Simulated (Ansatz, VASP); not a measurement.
## KF (Carobbiite) in VASP and in Ansatz

```
K F
1.0
     0.00000    2.63574    2.63574
     2.63574    0.00000    2.63574
     2.63574    2.63574    0.00000
K F
1 1
Direct
  0.00000 0.00000 0.00000
  0.50000 0.50000 0.50000
```

Change from the starting cell: volume scaled by 0.96.

Alike in both runs: task single point; functional PBEsol; k mesh 9 × 9 × 9; occupations fermi-dirac, width 0.05 eV; no spin polarisation.

```csv
,VASP,Ansatz
version,VASP 6.6.1,Ansatz 0.2.0
potentials or method,"VASP PAW PBE potentials, release 64 (K_sv, F)",Ansatz PAW
plane-wave cutoff (eV),520,420
valence electrons in the cell,16,16
```

Ansatz gave:

* gap on the k mesh at the Fermi level (eV): 6.25
* least direct gap on the mesh (eV): 6.25
* pressure (GPa): 0.7

Question: Which values does VASP return?

Answer: gap on the k mesh at the Fermi level (eV): 6.24; least direct gap on the mesh (eV): 6.24; pressure (GPa): 0.8.

Caveats: the PAW data sets were made with another functional, which shifts forces and pressure a little (VASP); an odd mesh through Γ misses points on the zone boundary, where band edges often lie (VASP); odd divisions of the mesh miss points on the zone boundary, where band edges often lie, so the gap on the mesh can be too wide (Ansatz); the pressure holds a Pulay correction of +0.4 GPa for the finite cutoff (Ansatz); the PAW data sets come from PBE, with cores solved anew for the run's functional, which leaves a small shift of forces and pressure (Ansatz).
